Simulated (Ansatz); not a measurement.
**Clamped-ion strain scan in GaP**

Computed with Ansatz, DFT LDA, scalar-relativistic, plane waves, PAW. Settings: plane waves to 420 eV, k-mesh 8×8×8 (Γ-centred), Gaussian smearing 0.05 eV. No spin polarisation. Energies are free energies at this smearing, counted from the undisturbed cell; pressure is positive in compression.

The undisturbed cell (as given, not relaxed at this level; it stands at -2.7 GPa):

```
CELL_PARAMETERS angstrom
0.00000 2.72525 2.72525
2.72525 0.00000 2.72525
2.72525 2.72525 0.00000
ATOMIC_POSITIONS crystal
Ga 0.00000 0.00000 0.00000
P 0.75000 0.75000 0.75000
```

The cell is strained by ε times the Voigt pattern (0, 1, 0, 0, 0, 0) (xx, yy, zz, yz, xz, xy; engineering shear) with fractional coordinates fixed.

| ε | ΔE (meV/atom) | stress summed along the pattern (GPa, tension positive) | pressure (GPa) | gap on the mesh (eV) |
| --- | --- | --- | --- | --- |
| -0.0600 | 10.0 | -5.54 | 2.7 | 0.79 |
| -0.0450 | 1.5 | -3.38 | 1.2 | 0.97 |
| -0.0300 | -2.9 | -1.27 | -0.2 | 1.15 |
| -0.0150 | -3.3 | 0.77 | -1.5 | 1.32 |
| 0.0000 | 0.0 | 2.75 | -2.7 | 1.49 |
| 0.0150 | 7.0 | 4.66 | -3.9 | 1.42 |
| 0.0300 | 17.6 | 6.50 | -4.9 | 1.30 |
| 0.0450 | 31.6 | 8.26 | -5.9 | 1.15 |
| 0.0525 | 39.9 | 9.12 | -6.3 | 1.07 |
| 0.0600 | 48.9 | 9.96 | -6.7 | 0.99 |

Cost: 10 runs of about 0.83 core-minutes in all, on AMD EPYC (Zen 3) (shared hosts).